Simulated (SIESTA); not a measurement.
Crystal: PbS (Galena).

```xyz
2
Lattice="0.0000 2.9657 2.9657 2.9657 0.0000 2.9657 2.9657 2.9657 0.0000" Properties=species:S:1:pos:R:3 pbc="T T T"
Pb    0.0000    0.0000    0.0000
S     2.9657    2.9657    2.9657
```

Base run:

| Item | Value |
| --- | --- |
| Program | SIESTA 5.4.2 |
| Functional | PBE |
| Potentials or basis | PseudoDojo 0.4 standard (PBE files) |
| Basis | TZDP (energy shift 0.003 Ry; two zetas on semicore shells) |
| Grid cutoff | 500 Ry |
| Energy shift | 0.003 Ry |
| k mesh | 8 × 8 × 8 |
| Occupations | fermi-dirac, width 0.05 eV |
| Spin | no spin polarisation |

Its results: band gap on the k mesh 0.40 eV, direct; pressure 2.4 GPa.

After a change of settings the same cell gave: band gap on the k mesh 0.59 eV, direct; pressure 6.6 GPa. Which change was it?
A. functional from PBE to RPBE; basis from TZDP (energy shift 0.003 Ry; two zetas on semicore shells) to DZP (energy shift 0.003 Ry; two zetas on semicore shells)
B. functional from PBE to vdW-DF-cx; basis from TZDP (energy shift 0.003 Ry; two zetas on semicore shells) to DZP (energy shift 0.003 Ry; two zetas on semicore shells)
C. basis from TZDP (energy shift 0.003 Ry; two zetas on semicore shells) to DZP (energy shift 0.01 Ry); energy shift from 0.003 Ry to 0.01 Ry
D. basis from TZDP (energy shift 0.003 Ry; two zetas on semicore shells) to SZ (energy shift 0.003 Ry)

D.

Caveats: spin-orbit coupling is left out, which as a rule narrows the gap of such compounds by several tenths of an eV; the basis of atomic orbitals isn't converged, which shifts pressures, moduli and gaps; the basis has no polarisation orbitals (some runs).
